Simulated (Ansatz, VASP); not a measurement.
GaN in VASP and in Ansatz

```
Ga N
1.0
     3.18893    0.00000    0.00000
    -1.59447    2.76169    0.00000
     0.00000    0.00000    5.19236
Ga N
2 2
Direct
  0.66667 0.33333 0.49908
  0.33333 0.66667 0.99908
  0.66667 0.33333 0.87592
  0.33333 0.66667 0.37592
```

The cell is a database's computed one.

Alike in both runs: task single point; functional PBE; k mesh 12 × 12 × 7; occupations gaussian, width 0.05 eV; no spin polarisation.

|  | VASP | Ansatz |
| --- | --- | --- |
| version | VASP 6.6.1 | Ansatz 0.2.0 |
| potentials or method | VASP PAW PBE potentials, release 64 (Ga_d, N), cutoff 520 eV | all-electron LAPW, scalar-relativistic |

|  | VASP | Ansatz | Ansatz less VASP |
| --- | --- | --- | --- |
| gap on the k mesh at the Fermi level (eV) | 1.91 | 1.92 | +0.009 |
| least direct gap on the mesh (eV) | 1.91 | 1.92 | +0.009 |
| pressure (GPa) | 5.2 | 5.1 | -0.13 |
| largest component of the traceless stress (GPa) | 0.10 | 0.07 | -0.025 |
| rms of the force components (eV/Å) | 0.003 | 0.003 | +0.0002 |

Atom by atom the forces differ by 0.000 eV/Å (rms over components). Ansatz ran all-electron here, so the differences hold the error of VASP's frozen core and of both bases.
